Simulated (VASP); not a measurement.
W:

```
CELL_PARAMETERS angstrom
0.00000 1.99582 1.99582
1.99582 0.00000 1.99582
1.99582 1.99582 0.00000
ATOMIC_POSITIONS crystal
W 0.00000 0.00000 0.00000
```

This isn't the form of W at room conditions, which is bcc.

```yaml
Program: VASP 6.6.1
Task: relaxation of cell and atoms
Functional: r2SCAN
Dispersion: rVV10
Potentials_or_basis: VASP PAW PBE potentials, release 64 (W_sv)
Cutoff: 600 eV
k_mesh: 18 × 18 × 18
Occupations: gaussian, width 0.1 eV
Spin: no spin polarisation
```

At the start: pressure 5.7 GPa; volume 15.90 Å³/atom.

Where does the relaxation end?

Over 4 steps the energy falls by 5.0 meV/atom and the volume is 16.18 Å³/atom (+1.8 %); space group Fm-3m (No. 225, to 0.05 Å).

Step by step:
```tsv
step	energy change (eV)	largest force (eV/Å)	pressure (GPa)	volume (Å³)
1	0.0000	0.0000	5.71	15.90
2	0.0547	0.0000	-17.10	17.24
3	-0.0050	0.0000	-0.14	16.19
4	-0.0050	0.0000	0.00	16.18
```

Final structure:
```
CELL_PARAMETERS angstrom
0.00000 2.00763 2.00763
2.00763 0.00000 2.00763
2.00763 2.00763 0.00000
ATOMIC_POSITIONS crystal
W 0.00000 0.00000 0.00000
```

Caveat: the PAW data sets were made with another functional, which shifts forces and pressure a little.
